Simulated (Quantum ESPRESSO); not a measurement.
# CdS (Hawleyite) in Quantum ESPRESSO: the effect of target pressure

CdS (Hawleyite):

```
Cd S
1.0
     0.00000    2.91650    2.91650
     2.91650    0.00000    2.91650
     2.91650    2.91650    0.00000
Cd S
1 1
Direct
  0.00000 0.00000 0.00000
  0.75000 0.75000 0.75000
```

Alike in all runs:

| Quantity | Value |
| --- | --- |
| Program | Quantum ESPRESSO 7.5 |
| Task | phonons |
| Functional | PBE |
| Potentials or basis | GBRV 1.5 PBE |
| Cutoff | 612 eV |
| Density cutoff | 4898 eV |
| k mesh | 6 × 6 × 6, shifted |
| Occupations | fermi-dirac, width 0.05 eV |
| Spin | no spin polarisation |

Each run relaxes the cell or the atoms first.

One run gave: relaxed volume 22.76 Å³/atom; dielectric constant 6.10 mean; highest phonon frequency 276 cm⁻¹. Which target pressure did it use?
A. 0 GPa
B. 25 GPa
C. 80 GPa
D. 50 GPa
E. 10 GPa

E.

| target pressure | relaxed volume (Å³/atom) | dielectric constant (mean) | highest phonon frequency (cm⁻¹) |
| --- | --- | --- | --- |
| 0 GPa | 26.15 | 6.27 | 216 |
| 10 GPa | 22.76 | 6.10 | 276 |
| 25 GPa | 20.10 | 6.14 | 337 |
| 50 GPa | 17.69 | 6.35 | 406 |
| 80 GPa | 15.98 | 6.63 | 467 |

Caveats: the cell is more than 3 GPa from zero pressure, which shifts response properties (some runs); the volume moved by over 15 % at a fixed basis, so the end points are rough (some runs).
